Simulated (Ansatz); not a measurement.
## HgTe, before and after

A trial structure of HgTe was built thus: sheets of the PPt type as a bilayer (elements of the layers in order: HgTe (PPt type), HgTe (PPt type)). A sheet's type names the database crystal that the layer was cut from. The dimensions are guesses.

The sheet is periodic along a and b; c holds vacuum. Symmetry isn't written into the files.

start.cif

```cif
data_structure
_symmetry_space_group_name_H-M 'P 1'
_symmetry_Int_Tables_number 1
_cell_length_a 4.5613
_cell_length_b 4.5613
_cell_length_c 18.0000
_cell_angle_alpha 90.000
_cell_angle_beta 90.000
_cell_angle_gamma 120.000
_cell_volume 324.33
loop_
_atom_site_label
_atom_site_type_symbol
_atom_site_fract_x
_atom_site_fract_y
_atom_site_fract_z
_atom_site_occupancy
Hg1 Hg 0.00000 0.00000 0.38917 1
Hg2 Hg 0.66667 0.33333 0.61083 1
Te1 Te 0.33333 0.66667 0.38917 1
Te2 Te 0.33333 0.66667 0.61083 1
```

All numbers below come from Ansatz 0.2.0, DFT PBE+D3(BJ), scalar-relativistic, plane waves, PAW. Cutoff 420 eV, Gaussian smearing, Γ-centred meshes. In-plane cell and atoms relax first on a coarse mesh and then on a converged one. The steps can't lower the symmetry of their start. No spin polarisation.

end.cif

```cif
data_structure
_symmetry_space_group_name_H-M 'P 1'
_symmetry_Int_Tables_number 1
_cell_length_a 4.6509
_cell_length_b 4.6509
_cell_length_c 31.7800
_cell_angle_alpha 90.000
_cell_angle_beta 90.000
_cell_angle_gamma 120.000
_cell_volume 595.32
loop_
_atom_site_label
_atom_site_type_symbol
_atom_site_fract_x
_atom_site_fract_y
_atom_site_fract_z
_atom_site_occupancy
Hg1 Hg 0.00000 0.00000 0.23412 1
Hg2 Hg 0.66667 0.33333 0.33228 1
Te1 Te 0.33333 0.66667 0.21263 1
Te2 Te 0.33333 0.66667 0.35377 1
```

The symmetry stays p-3m1 (No. 72). The area per atom grows by 4.0 %, from 4.5 to 4.7 Å². The shortest distance goes from 2.63 Å (Hg–Te) to 2.77 Å (Hg–Te). The energy falls by about 0.13 eV/atom (the start's value is from the coarse mesh). The program sets the height of the box itself, so the height of the cell differs between start and end.

```yaml
Layer_group: p-3m1 (No. 72)
In-plane_cell: a = 4.651 Å, b = 4.651 Å, γ = 120.0°
Area_per_atom: 4.68 Å²
Thickness_between_the_outermost_nuclei: 4.49 Å
Energy_over_the_elements: +0.184 eV/atom
Gap_on_the_12×12×1_mesh_of_the_4-atom_cell: 0.21 eV
```

Energies over the elements count from the elements' standard structures at the same level, with no fitted energy shifts. The references include crystalline Hg. It can't be a ground state, since the elements alone are lower.

The last run used Gaussian smearing of 0.01 eV. Spin–orbit coupling, which can matter for Hg and Te, is left out. Small gaps are read on the mesh alone, and bands can cross between its points. Symmetry constrained the relaxation, so the result can be a saddle point. In all, the 3 runs took 13 min on 1 thread of Intel(R) Xeon(R) Processor @ 2.50GHz (Skylake/Cascade Lake), with other jobs on the host.
